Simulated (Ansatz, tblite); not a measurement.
PbI₂: GFN2-xTB, run from Python

These are simulated results from tblite 0.8.0, not measurements. The cell began as a measured structure and was relaxed with r2SCAN+rVV10 in plane waves (Ansatz 0.2.0). All runs are without spin polarisation.

Space group P-3m1 (No. 164), trigonal; a = 4.566 Å, c = 7.041 Å in the conventional setting, 42.37 Å³ an atom. Pb has 6 I at 3.24 Å; I has 3 Pb at 3.24 Å.

tblite solves periodic systems at the zone centre alone, so the script builds a cluster of 3×3×2 conventional cells (54 atoms), which folds in a coarse mesh of k points.

Input script:

```python
import json
from ase import Atoms
from ase.build import make_supercell
from ase.units import Bohr, GPa, Hartree
from tblite.interface import Calculator

atoms = Atoms(['Pb', 'I', 'I'],
              cell=[[4.56572606, 0.0, 0.0], [-2.28286303, 3.95403475, 0.0], [0.0, 0.0, 7.04108213]],
              scaled_positions=[[0.0, 0.0, 0.0], [0.333333333, 0.666666667, 0.266779413], [0.666666667, 0.333333333, 0.733220587]],
              pbc=True)
cluster = make_supercell(atoms, [[3, 0, 0], [0, 3, 0], [0, 0, 2]])
calc = Calculator('GFN2-xTB', cluster.numbers, cluster.positions / Bohr, lattice=cluster.cell[:] / Bohr, periodic=cluster.pbc)
calc.set('temperature', 0.02 / Hartree)
calc.set('max-iter', 150)
res = calc.singlepoint()
levels = res.get('orbital-energies') * Hartree
nv = round(res.get('orbital-occupations').sum() / 2)
cells = len(cluster) // len(atoms)
out = {'energy_per_cell': res.get('energy') * Hartree / cells, 'homo': levels[nv - 1], 'lumo': levels[nv],
       'stress': (-res.get('virial') * Hartree / cluster.get_volume() / GPa).tolist(), 'charges': res.get('charges')[:len(atoms)].tolist(), 'electrons': 2 * nv / cells}
json.dump(out, open('results.json', 'w'))
for key, value in out.items():
    print(key, value)
```

Command: `python run.py`. It took 2.1 s on 1 thread of Arm Neoverse V2 (shared host), peak memory 0.11 GiB.

Output:

```
------------------------------------------------------------
  cycle        total energy    energy error   density error
------------------------------------------------------------
      1     -180.7275840794  -1.8082124E+02   2.6433140E-01
      2     -182.4952702782  -1.7676862E+00   5.4354065E-02
      3     -182.4971118765  -1.8415983E-03   3.5234400E-02
      4     -182.4972992924  -1.8741585E-04   3.4492246E-03
      5     -182.4972651634   3.4128940E-05   2.4212015E-03
      6     -182.4974556303  -1.9046689E-04   3.3243938E-04
      7     -182.4974562966  -6.6629605E-07   1.9886221E-04
      8     -182.4974573134  -1.0167539E-06   6.4257541E-05
      9     -182.4974573951  -8.1704997E-08   3.1862892E-05
     10     -182.4974574179  -2.2863446E-08   6.8631174E-06
------------------------------------------------------------

 total:                                   1.647 sec
energy_per_cell -275.8893756813851
homo -11.14169618895134
lumo -6.458947318534498
stress [[-2.3928282561588845, -8.430935830795703e-06, -1.5664630359651967e-07], [-8.43093583073689e-06, -2.392837945092447, -1.8717679305758036e-06], [-1.5664630355500494e-07, -1.8717679305967745e-06, -3.9154641134387935]]
charges [0.5091755015863819, -0.2545924686543446, -0.2545932888897768]
electrons 18.0
```

The cycle table is in hartree for the whole cluster, and the lines after it are in eV (the energy for one cell). The printed stress is in GPa and positive in compression, and the pressure is its mean diagonal.

GFN2-xTB gives a gap of 4.68 eV. On the same cell, plane-wave PBE (Ansatz, 6×6×4 k points and the special points) gives a gap of 2.23 eV and r2SCAN a gap of 2.62 eV; on shared hosts these took about 5.3 and 12 core-seconds on the 3-atom cell, against 2.1 for the script. Spin-orbit coupling, left out in all these runs, can cut or reorder the gap by tenths of an eV, up to about 1 eV with Pb or Bi. xTB was fitted to molecules, so gaps, charges and pressures of solids can be far off, and the gap also depends on the size of the cluster.

The same script was run on cells scaled at fixed shape and fractional coordinates:

| volume (Å³/atom) | energy (meV/atom) | pressure (GPa, positive in compression) | gap (eV) |
| --- | --- | --- | --- |
| 37.29 | -36.6 | 1.06 | 4.83 |
| 39.83 | -33.7 | -1.27 | 4.79 |
| 42.37 | 0.0 | -2.90 | 4.68 |
| 44.91 | 55.2 | -4.01 | 4.52 |
| 47.46 | 125.1 | -4.74 | 4.32 |

A Birch-Murnaghan fit puts the minimum at 38.33 Å³/atom, 9.5 % below the given cell, with a bulk modulus of 36 GPa at fixed shape.

xTB was fitted mostly to molecules, and a small cluster samples few k points, so gaps, pressures and kinks along a curve can be far from a solid's.

Spin-orbit coupling is left out; in compounds of Pb, Bi, Tl or Hg it can lower a gap by up to about 1 eV, split its edges or invert the bands.
